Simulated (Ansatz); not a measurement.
# HfN under changes of volume

One of the cells (14.793 Å³/atom); the others are scaled copies at fixed shape and fractional positions:

```
CELL_PARAMETERS angstrom
0.00000 2.45482 2.45482
2.45482 0.00000 2.45482
2.45482 2.45482 0.00000
ATOMIC_POSITIONS crystal
Hf 0.00000 0.00000 0.00000
N 0.25000 0.25000 0.25000
```

The cell comes from a database or a generator and needn't be the stable form of this composition.

- Program: Ansatz 0.2.0
- Functional: HSE06
- Potentials or basis: Ansatz PAW
- Cutoff: 420 eV (not typed: the program's choice for these potentials)
- k mesh: 6 × 6 × 6
- Occupations: fermi-dirac, width 0.05 eV
- Spin: no spin polarisation

```csv
volume (Å³/atom),energy over the lowest point (meV/atom),pressure (GPa)
13.906,25.05,11.8
14.201,?,?
14.497,0.00,2.1
14.793,0.08,-2.1
15.089,7.47,-5.8
15.385,21.38,-9.2
15.681,41.31,-12.3
```

Q: What does the run at 14.201 Å³/atom give?

A: Energy over the lowest point 8.05 meV/atom; pressure 6.7 GPa.

Worked out: A Birch-Murnaghan fit of order 3 (a polynomial in V^(-2/3)) to the other rows has its minimum at 14.64 Å³/atom with B0 = V·E''(V) = 206 GPa and B' = 4.2. It gives 8.06 meV/atom at 14.201 Å³/atom, against the run's 8.05, and -dE/dV = 6.7 GPa, against 6.7.

Energies are extrapolated to zero smearing.

Caveats: all runs use coarse meshes; the PAW data sets come from PBE, with cores solved anew for the run's functional, which leaves a small shift of forces and pressure; the thresholds are loose for stress.
